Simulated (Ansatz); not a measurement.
# Te2Mo: equation of state with PBE

The system is Te2Mo.

```
Te Mo
1.0
     3.51820    0.00000    0.00000
    -1.75910    3.04685    0.00000
     0.00000    0.00000   13.97360
Te Mo
4 2
Direct
  0.66667 0.33333 0.37900
  0.33333 0.66667 0.87900
  0.66667 0.33333 0.12100
  0.33333 0.66667 0.62100
  0.66667 0.33333 0.75000
  0.33333 0.66667 0.25000
```

```
Program             : Ansatz 0.2.0
Task                : equation of state
Functional          : PBE
Potentials or basis : all-electron LAPW, scalar-relativistic
Basis error allowed : 0.001 eV/atom
k mesh              : 9 × 9 × 2
Occupations         : fermi-dirac, width 0.05 eV
Spin                : no spin polarisation
```

```yaml
Equilibrium_volume: 25.71 Å³/atom
Bulk_modulus_at_fixed_shape_and_positions: 93 GPa
Pressure_derivative_of_the_bulk_modulus: 4.5
```

Energy against volume, from the lowest point:
| volume (Å³/atom) | energy (meV/atom) |
| --- | --- |
| 23.467 | 66.70 |
| 23.966 | 38.47 |
| 24.466 | 18.51 |
| 24.965 | 5.93 |
| 25.464 | 0.00 |
| 25.963 | 0.03 |
| 26.463 | 5.41 |

All runs of the series together: 3.1 min on 4 threads of Intel(R) Xeon(R) Processor @ 2.70GHz, with other jobs on the host.

Caveat: the cell was scaled at fixed shape and fractional positions, which overstates the stiffness of a crystal with free parameters, most of all of layers and chains; this functional lacks dispersion, which binds the layers, so the pressure and a relaxed spacing across them are unreliable. Spin-orbit coupling is left out, which matters for the levels of Te.
